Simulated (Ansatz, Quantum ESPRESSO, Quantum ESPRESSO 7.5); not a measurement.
# Evanescent states of LiCl, rock salt type, lattice constant set to 5.072 Å

Aim: how fast states decay in the gap of LiCl, rock salt type, lattice constant set to 5.072 Å.

Program: Quantum ESPRESSO 7.5. Level of theory: plane-wave DFT, LDA, GBRV ultrasoft pseudopotentials (cross-check by Ansatz 0.2.0 with PAW datasets). Results are calculated unless marked as measured.

The structure was built from a prototype and need not be the compound's stable phase.

## 1. Set-up

Symmetry: Fm-3m, No. 225, cubic system. Conventional cell: a = 5.072 Å, b = 5.072 Å, c = 5.072 Å, α = 90.00°, β = 90.00°, γ = 90.00°. Nearest to Li lie 6 Cl at 2.54 Å. Cl has 6 Li at 2.54 Å nearest. Farther neighbours and most contacts between anions are not listed.

As a file:

```cif
data_structure
_symmetry_space_group_name_H-M 'Fm-3m'
_symmetry_Int_Tables_number 225
_cell_length_a 5.0720
_cell_length_b 5.0720
_cell_length_c 5.0720
_cell_angle_alpha 90.000
_cell_angle_beta 90.000
_cell_angle_gamma 90.000
_cell_volume 130.48
loop_
_atom_site_label
_atom_site_type_symbol
_atom_site_symmetry_multiplicity
_atom_site_Wyckoff_symbol
_atom_site_fract_x
_atom_site_fract_y
_atom_site_fract_z
_atom_site_occupancy
Li1 Li 4 a 0.00000 0.00000 0.00000 1
Cl1 Cl 4 b 0.00000 0.50000 0.00000 1
```

## 2. SCF with pw.x

pwcond needs a cell whose third axis lies along the current and stands perpendicular to the other two.

The input, scf.in:

```
&control
  prefix = 'scf'
  outdir = './out'
  pseudo_dir = './pseudo'
  calculation = 'scf'
  tprnfor = .true.
/
&system
  ibrav = 0
  nat = 4
  ntyp = 2
  ecutwfc = 40
  ecutrho = 200
  occupations = 'fixed'
  nbnd = 14
/
&electrons
  conv_thr = 1e-09
  mixing_beta = 0.6
  electron_maxstep = 120
/
ATOMIC_SPECIES
  Li  6.9400  li_lda_v1.4.uspp.F.UPF
  Cl  35.4500  cl_lda_v1.4.uspp.F.UPF
CELL_PARAMETERS angstrom
  3.58644559417817 0.00000000000000 0.00000000000000
  0.00000000000000 3.58644559417817 0.00000000000000
  0.00000000000000 0.00000000000000 5.07200000000000
ATOMIC_POSITIONS crystal
  Li  0.000000000000 0.000000000000 0.000000000000
  Cl  0.500000000000 0.500000000000 0.000000000000
  Li  0.500000000000 0.500000000000 0.500000000000
  Cl  0.000000000000 0.000000000000 0.500000000000
K_POINTS automatic
  8 8 6 0 0 0
```

The run is started by

```console
> OMP_NUM_THREADS=1 mpirun -n 2 pw.x -nk 2 -in scf.in > scf.out
```

The runs that follow: complex bands with pwcond.x; complex bands with pwcond.x, with epsproj = 0.01; the same in Ansatz; by hand. Settings of the main run: cutoff 40 Ry, fixed occupations, nbnd 14, SCF threshold 1.00e-9 Ry, gbrv-lda-1.5 potentials, 8×8×6 k-mesh, mpi ranks 2, pools 2, omp threads 1.

What does the calculation give for the smallest κ at mid-gap among the four k points, at (1/2, 0); peak of the smallest κ in the stop band at the zone centre; and peak at the zone centre by Ansatz?

With a gap of 6.18 eV on the mesh, the smallest κ at mid-gap among the four k points, at (1/2, 0) is 0.431 Å⁻¹ (LDA, GBRV ultrasoft). For a barrier with the Fermi level at mid-gap the slowest state found, at (1/2, 0), loses a factor of ten in probability every 2.7 Å or so. Stop bands away from the zone centre are mostly wider than the gap, so their peaks can lie above the conduction bottom.

```
smallest κ at mid-gap among the four k points, at (1/2, 0)           : 0.431 Å⁻¹
peak of the smallest κ in the stop band at the zone centre           : 0.480 Å⁻¹
peak of the smallest κ in the stop band at (1/2, 0)                  : 0.433 Å⁻¹
peak of the smallest κ in the stop band at (1/4, 0)                  : 0.497 Å⁻¹
energy of the peak at the zone centre, over the highest filled level : 2.88 eV
peak at the zone centre by Ansatz                                    : 0.479 Å⁻¹
```

At the zone centre pwcond's peak is 0.480 and Ansatz's 0.479 1/Å, 0 % apart. The cell is the a/√2 one, turned by 45°, with two primitive cells, so X along [001] folds onto kz = 0. A semilocal gap is too small, often by a third to a half and by more in narrow-gap crystals, so real barriers decay faster.

[Logs are printed without paths, hosts, clocks, repeated set-up lines and the standing remarks that a program may print on its own settings, such as how far it seeks lower states.]

[Hosts, paths, dates, database ids (printed as entryN), source tags and the programs' standing remarks are cut or masked in the printed files.]

[Maps of the electrostatic potential energy from Ansatz leave out the sawtooth potential of an applied field or a dipole correction, so their vacuum need not be flat; planar profiles and work functions include it.]
